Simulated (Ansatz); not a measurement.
# LiCl: the cost of one run

Method: DFT PBE, scalar-relativistic, plane waves, PAW, in Ansatz 0.2.0.

## 1. The system as given

The structure is trigonal, space group P3m1 (No. 156). The conventional cell has a = 3.504 Å, b = 3.504 Å, c = 14.334 Å, α = 90.00°, β = 90.00°, γ = 120.00°. Li (site symmetry 3m) is surrounded by 4 Cl at 2.15 Å. Cl (site symmetry 3m) is surrounded by 4 Li at 2.15 Å. Only part of the 10 independent sites is listed.

As a file:

```cif
data_structure
_symmetry_space_group_name_H-M 'P 1'
_symmetry_Int_Tables_number 1
_cell_length_a 3.5045
_cell_length_b 3.5045
_cell_length_c 14.3341
_cell_angle_alpha 90.000
_cell_angle_beta 90.000
_cell_angle_gamma 120.000
_cell_volume 152.46
loop_
_atom_site_label
_atom_site_type_symbol
_atom_site_fract_x
_atom_site_fract_y
_atom_site_fract_z
_atom_site_occupancy
Li1 Li 0.33333 0.66667 0.12481 1
Li2 Li 0.33333 0.66667 0.52516 1
Li3 Li 0.66667 0.33333 0.72516 1
Li4 Li 0.00000 0.00000 0.92499 1
Li5 Li 0.66667 0.33333 0.32486 1
Cl1 Cl 0.33333 0.66667 0.67514 1
Cl2 Cl 0.00000 0.00000 0.07501 1
Cl3 Cl 0.66667 0.33333 0.87519 1
Cl4 Cl 0.33333 0.66667 0.27484 1
Cl5 Cl 0.66667 0.33333 0.47484 1
```

The cell is invented: 4-connected net, two elements alternating (P3m1, No. 156). The dimensions are guesses.

## 2. The guess as it stands, on a coarse mesh

Input file input.yaml:

```yaml
crystal:
  lattice:
    - [3.50447038, 0.0, 0.0]
    - [-1.75223519, 3.03496038, 0.0]
    - [0.0, 0.0, 14.33409175]
  atoms:
    - { symbol: Li, position: [0.33333333, 0.66666667, 0.1248105] }
    - { symbol: Li, position: [0.33333333, 0.66666667, 0.52515568] }
    - { symbol: Li, position: [0.66666667, 0.33333333, 0.72516088] }
    - { symbol: Li, position: [0.0, 0.0, 0.92498702] }
    - { symbol: Li, position: [0.66666667, 0.33333333, 0.32485969] }
    - { symbol: Cl, position: [0.33333333, 0.66666667, 0.67514031] }
    - { symbol: Cl, position: [0.0, 0.0, 0.07501298] }
    - { symbol: Cl, position: [0.66666667, 0.33333333, 0.8751895] }
    - { symbol: Cl, position: [0.33333333, 0.66666667, 0.27483912] }
    - { symbol: Cl, position: [0.66666667, 0.33333333, 0.47484432] }
basis:
  ecutwfc: 420
kpoints:
  mp_grid: { grid: [6, 6, 2] }
hamiltonian:
  xc: pbe
scf:
  occupations: { method: gaussian, width: 0.1 }
  lower_state_search: "off"
output:
  forces: true
  stress: true
  eigenvalues: true
```

Started as:

```sh
ansatz run input.yaml --threads 1 --pin off --max-ram 2560MiB --backend cpu --events-out ev --progress --plain --runs-dir out
```

Q: Estimate wall time and peak memory on 1 thread of Arm Neoverse V1, shared host.

About 6.9 s, with a peak of 0.33 GiB.
